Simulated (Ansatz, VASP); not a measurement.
Two plane-wave programs on Ni

INCAR

```
ALGO     = Fast           # electronic algorithm
EDIFF    = 1E-7           # SCF threshold, eV
ENCUT    = 520            # plane-wave cutoff, eV
GGA      = RP             # functional
ISIF     = 2              # what is computed and relaxed
ISMEAR   = -1             # smearing method
LASPH    = T              # aspherical terms in the spheres
LCHARG   = F              # write CHGCAR
LREAL    = F              # projectors in reciprocal space
LWAVE    = F              # write WAVECAR
NBANDS   = 11             # bands
NELM     = 80             # most SCF steps
PREC     = Accurate       # precision mode
SIGMA    = 0.1            # smearing width, eV
```

File KPOINTS:

```
k-points
0
Gamma
  22 22 22
```

The input POSCAR:

```
Ni
1.0
    2.3201106080      0.0000000000      0.0000000000
    0.0000000000      2.3201106080      0.0000000000
    0.0000000000      0.0000000000      2.3201106080
Ni
1
Direct
    0.0000000000      0.0000000000      0.0000000000
```

Input for Ansatz:

```yaml
crystal:
  lattice:
    - [2.320110608, 0.0, 0.0]
    - [0.0, 2.320110608, 0.0]
    - [0.0, 0.0, 2.320110608]
  atoms:
    - { symbol: Ni, position: [0.0, 0.0, 0.0] }
hamiltonian:
  xc: rpbe
  pseudopotentials:
    kind: paw
    azcp:
      Ni: "pseudopotentials/Ni.paw.azcp"
basis:
  ecutwfc: 420
  fft_grid_basis: typed
kpoints:
  mp_grid: { grid: [22, 22, 22], shift: [0, 0, 0] }
magnetization:
  spin_polarized: false
scf:
  occupations: { method: fermi_dirac, width: 0.1 }
output:
  stress: true
```

Alike in both runs: task single point; functional RPBE; k mesh 22 × 22 × 22; occupations fermi-dirac, width 0.1 eV; no spin polarisation.

|  | VASP | Ansatz |
| --- | --- | --- |
| version | VASP 6.6.1 | Ansatz 0.2.0 |
| potentials or method | VASP PAW PBE potentials, release 64 (Ni) | plane waves (420 eV) with PAW, scalar-relativistic |
| plane-wave cutoff (eV) | 520 | 420 |
| valence electrons in the cell | 10 | 18 |

```tsv
	VASP	Ansatz	Ansatz less VASP
pressure (GPa)	5.8	5.8	-0.03
```

The two sets of potentials don't hold the same shells in valence.

Caveats: the PAW data sets were made with another functional, which shifts forces and pressure a little (VASP); the run has no spin polarisation, though such a crystal can be magnetic. Spin polarisation is off, so any magnetic state and its effect on volume and gap are missing.
